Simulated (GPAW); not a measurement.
InP: relaxation of cell and atoms with LDA

InP:

```
CELL_PARAMETERS angstrom
0.00000 2.93050 2.93050
2.93050 0.00000 2.93050
2.93050 2.93050 0.00000
ATOMIC_POSITIONS crystal
In 0.00000 0.00000 0.00000
P 0.75000 0.75000 0.75000
```

```json
{
  "Program": "GPAW 26.7.0",
  "Task": "relaxation of cell and atoms",
  "Functional": "LDA",
  "Potentials or basis": "the program's PAW data sets (release 1.2.1) made for this functional",
  "Cutoff": "600 eV",
  "Basis": "pw",
  "k mesh": "8 × 8 × 8",
  "Occupations": "fermi-dirac, width 0.05 eV",
  "Spin": "no spin polarisation",
  "Target pressure": "5 GPa",
  "Maxiter": "150",
  "Optimizer": "BFGS",
  "Fmax": "0.02 eV/Å",
  "Max steps": "60",
  "Convergence": "density=1e-05 forces=0.0001"
}
```

| Item | Value |
| --- | --- |
| Relaxed volume | 23.19 Å³/atom |
| Relaxed cell | a = 4.033 Å, b = 4.033 Å, c = 4.033 Å, α = 60.00°, β = 60.00°, γ = 60.00° |
| Space group after relaxing (to 0.05 Å) | F-43m (No. 216) |
| Energy change on relaxing (the enthalpy is what falls) | +19.0 meV/atom |
| Ionic steps | 4 |
| Pressure after relaxing | 5.0 GPa |
| Band gap on the k mesh | 0.92 eV, direct |

Step by step:
| step | energy change (eV) | largest force (eV/Å) | pressure (GPa) | volume (Å³) |
| --- | --- | --- | --- | --- |
| 1 | 0.0000 | 0.0000 | -1.48 | 50.33 |
| 2 | -0.0048 | 0.0000 | 0.01 | 49.25 |
| 3 | 0.0481 | 0.0000 | 5.59 | 46.08 |
| 4 | 0.0379 | 0.0000 | 4.96 | 46.39 |

Final structure:
```xyz
2
Lattice="0.0000 2.8518 2.8518 2.8518 0.0000 2.8518 2.8518 2.8518 0.0000" Properties=species:S:1:pos:R:3 pbc="T T T"
In    0.0000    0.0000    0.0000
P     4.2778    4.2778    4.2778
```

Levels at points of the mesh, in eV from the valence-band top:
```
           k point  band 5  band 6  band 7  band 8  band 9  band 10  band 11  band 12  band 13  band 14
(0.00, 0.00, 0.00)  -14.09  -12.16    0.00    0.00    0.00     0.92     3.91     3.91     3.91     8.68
(0.50, 0.50, 0.00)  -14.04   -9.34   -6.25   -2.67   -2.67     1.45     2.09     9.51     9.94     9.94
(0.50, 0.50, 0.50)  -14.07  -10.11   -6.31   -1.13   -1.13     1.50     4.68     4.68     7.04     9.64
```

Run time: 48 s on 1 thread of Arm Neoverse V2, on a shared host, peak memory 0.21 GiB.

Caveat: later steps reuse the first step's grids; spin-orbit coupling is left out, which moves the levels of the heavy elements. Zero-point motion and thermal expansion aren't in these numbers.
